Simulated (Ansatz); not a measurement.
# Hg (Fm-3m), stationary points along a deformation path

Level of theory: DFT PBEsol, scalar-relativistic, plane waves, PAW in Ansatz 0.2.0. Settings: plane waves to 420 eV, k-mesh 20×20×20 (Γ-centred), Gaussian smearing 0.15 eV. Spin–orbit coupling is left out, which can shift energies with elements as heavy as these. No spin polarisation. Energies are free energies at this smearing, counted from the undisturbed cell; pressure is positive in compression.

The starting cell (as given, not relaxed at this level; it stands at -2.8 GPa; this fcc form isn't the usual structure):

```xyz
1
Lattice="0.0000 2.3919 2.3919 2.3919 0.0000 2.3919 2.3919 2.3919 0.0000" Properties=species:S:1:pos:R:3 pbc="T T T"
Hg    0.0000    0.0000    0.0000
```

At fixed volume and fractional coordinates, lengths along (0.000, 0.000, 1.000) are scaled against those across it; ρ is that ratio over its starting value. V = 27.369 Å³/atom. Δσ is the stress along the axis less the mean stress across it (compression positive).

```csv
ρ,ΔE (meV/atom),Δσ (GPa),space group
0.707,-18.5,0.00,Im-3m
0.780,-17.4,-0.13,I4/mmm
0.850,-13.6,-0.72,I4/mmm
1.000,0.0,0.00,Fm-3m
1.200,-15.5,0.74,I4/mmm
1.414,-19.5,-0.56,I4/mmm
```

How does the stress give the slope of the energy, and where is the energy stationary?

Along the path d ln(length) is 2/3 d ln ρ on the axis and −1/3 d ln ρ across it, so dE/d ln ρ = −(2/3) V Δσ: the energy falls with ρ where Δσ is positive. Δσ vanishes or changes sign at ρ = 0.707 (Im-3m, an end of the scan), at -18.5 meV/atom; at ρ = 1.000 (Fm-3m), a maximum at 0.0 meV/atom; between ρ = 1.200 and 1.414, a minimum (near 1.32 by linear interpolation). Pairs of stationary points between two samples would go unseen, and could change a minimum read from distant neighbours into a maximum. At ρ = 0.707, 1.000 the cell is cubic, where symmetry alone makes the stress isotropic and the slope zero.

Is the start the lowest point of the path?

No: ρ = 1.414 lies 19.5 meV/atom lower, with no sampled rise above the start on the way. Volume and inner coordinates are held, so a relaxed structure there would lie lower still.

In a metal these slopes depend on the k mesh and the smearing.